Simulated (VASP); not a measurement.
Here is a VASP 6.6.1 calculation.

Contents of INCAR:

```
PREC     = Accurate       # precision mode
ENCUT    = 520            # plane-wave cutoff, eV
EDIFF    = 1E-7           # SCF threshold, eV
ISMEAR   = 0              # smearing method
SIGMA    = 0.1            # smearing width, eV
LREAL    = F              # projectors in reciprocal space
LASPH    = T              # aspherical terms in the spheres
NELM     = 120            # most SCF steps
ALGO     = Fast           # electronic algorithm
ISIF     = 3              # what is computed and relaxed
LWAVE    = F              # write WAVECAR
LCHARG   = F              # write CHGCAR
ISPIN    = 2              # spin polarisation
MAGMOM   = 0.8            # initial moments
LORBIT   = 11             # projections on sites
LMAXMIX  = 4              # l up to which the mixer works
IBRION   = 2              # ionic algorithm
NSW      = 80             # ionic steps
EDIFFG   = -0.002         # ionic threshold
```

KPOINTS

```
regular mesh
0
Gamma
  20 20 20
```

Contents of POSCAR:

```
Ni
1.0
    0.0000000000      1.7619350000      1.7619350000
    1.7619350000      0.0000000000      1.7619350000
    1.7619350000      1.7619350000      0.0000000000
Ni
1
Direct
    0.0000000000      0.0000000000      0.0000000000
```

Potentials or basis: VASP PAW LDA potentials, release 64 (Ni).

Run with:

```console
$ cat potpaw_LDA.64/Ni/POTCAR > POTCAR
$ mpirun -np 1 vasp_std > vasp.out
```

(1) Predict the relaxed cell.

(2) What does it give for the relaxed volume?

Answers

(1) a = 2.421 Å, b = 2.421 Å, c = 2.421 Å, α = 60.00°, β = 60.00°, γ = 60.00°.

(2) 10.03 Å³/atom.
